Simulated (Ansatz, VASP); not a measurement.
One calculation of GaP, 8 ways

The starting cell:

```
Ga P
1.0
     0.00000    2.72525    2.72525
     2.72525    0.00000    2.72525
     2.72525    2.72525    0.00000
Ga P
1 1
Direct
  0.00000 0.00000 0.00000
  0.75000 0.75000 0.75000
```

Alike in all runs: task relaxation of cell and atoms; functional PBE; k mesh 8 × 8 × 8; occupations fermi-dirac, width 0.05 eV; no spin polarisation; no spin-orbit coupling.

```csv
program and potentials,plane-wave cutoff (eV),notes,equilibrium volume (Å³/atom)
"Ansatz, all-electron LAPW, scalar-relativistic",-,-,20.85
"VASP, PBE PAW files Ga_h, P_h, 980 eV",980,9 valence electrons an atom on average,20.86
"VASP, PBE PAW files Ga_d_GW, P_GW, 630 eV",630,9 valence electrons an atom on average,20.79
"VASP, PBE PAW files Ga, P, release 54, 580 eV",580,4 valence electrons an atom on average,21.18
"VASP, PBE PAW files Ga_d_GW, P_GW, 680 eV",680,9 valence electrons an atom on average,20.88
"VASP, PBE PAW files Ga, P, 580 eV",580,4 valence electrons an atom on average,21.18
"VASP, PBE PAW files Ga_d, P, 600 eV",600,9 valence electrons an atom on average,20.86
"VASP, PBE PAW files Ga_d, P, release 54, 600 eV",600,9 valence electrons an atom on average,20.86
```

The equilibrium volume spans 20.79 (VASP, PBE PAW files Ga_d_GW, P_GW, 630 eV) to 21.18 Å³/atom (VASP, PBE PAW files Ga, P, release 54, 580 eV), with all-electron results at 20.85. Relaxations stop with a little pressure left, so the last digit of a volume isn't settled.

Differences between rows come from potentials, basis sets and numerical settings, since the functional is the same but for its coding. Runs on potential files found faulty are left out.
